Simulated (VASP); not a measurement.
# WS2: dielectric tensor with PBEsol

WS2, a slab with vacuum:

```
W S
1.0
     3.18295    0.00000    0.00000
    -1.59148    2.75652    0.00000
     0.00000    0.00000   28.53222
W S
3 6
Direct
  0.66667 0.33333 0.43436
  0.66667 0.33333 0.88553
  0.00000 0.00000 0.65929
  0.66667 0.33333 0.60463
  0.00000 0.00000 0.37971
  0.00000 0.00000 0.83085
  0.66667 0.33333 0.71395
  0.00000 0.00000 0.48903
  0.00000 0.00000 0.94019
```

```json
{
  "Program": "VASP 6.6.1",
  "Task": "dielectric tensor",
  "Functional": "PBEsol",
  "Potentials or basis": "VASP PAW PBE potentials, release 64 (W_sv, S)",
  "Cutoff": "520 eV",
  "k mesh": "10 × 10 × 1",
  "Occupations": "gaussian, width 0.02 eV",
  "Spin": "no spin polarisation",
  "Ladder": "free",
  "Further INCAR settings": "ALGO = Fast; EDIFF = 1e-08"
}
```

- Band gap on the k mesh: 1.45 eV, indirect (least direct gap 2.11 eV)
- Electronic dielectric tensor (diagonal): 9.28, 9.28, 2.18
- Born charges (mean of the diagonal): W -0.42, -0.45; S +0.23, +0.31, +0.11, +0.10 e

Levels at points of the mesh, in eV from the valence-band top:
```tsv
k point	band 37	band 38	band 39	band 40	band 41	band 42
(0.00, 0.00, 0.00)	-0.70	-0.30	0.00	2.45	2.45	2.45
(0.50, 0.00, 0.00)	-1.43	-1.38	-1.35	2.39	2.40	2.41
```

Electronic dielectric tensor:
```
9.28 0.00 0.00
0.00 9.28 0.00
0.00 0.00 2.18
```

Born effective charge tensors (e):
atom 1, W
```
-0.57  0.00  0.00
 0.00 -0.57  0.00
 0.00  0.00 -0.11
```
atom 2, W
```
-0.57  0.00  0.00
 0.00 -0.57  0.00
 0.00  0.00 -0.13
```
atom 3, W
```
-0.58  0.00  0.00
 0.00 -0.58  0.00
 0.00  0.00 -0.18
```
atom 4, S
```
0.29 0.00 0.00
0.00 0.29 0.00
0.00 0.00 0.12
```
atom 5, S
```
0.29 0.00 0.00
0.00 0.29 0.00
0.00 0.00 0.36
```
atom 6, S
```
 0.28  0.00  0.00
 0.00  0.28  0.00
 0.00  0.00 -0.25
```
atom 7, S
```
0.29 0.00 0.00
0.00 0.29 0.00
0.00 0.00 0.10
```
atom 8, S
```
 0.28  0.00  0.00
 0.00  0.28  0.00
 0.00  0.00 -0.25
```
atom 9, S
```
0.29 0.00 0.00
0.00 0.29 0.00
0.00 0.00 0.35
```

Run time: 15 min on 4 MPI ranks on AMD EPYC 9R14 (Zen 4), with other jobs on the host, peak memory 1.3 GiB a rank.

Caveat: spin-orbit coupling is left out, which moves the levels of the heavy elements.
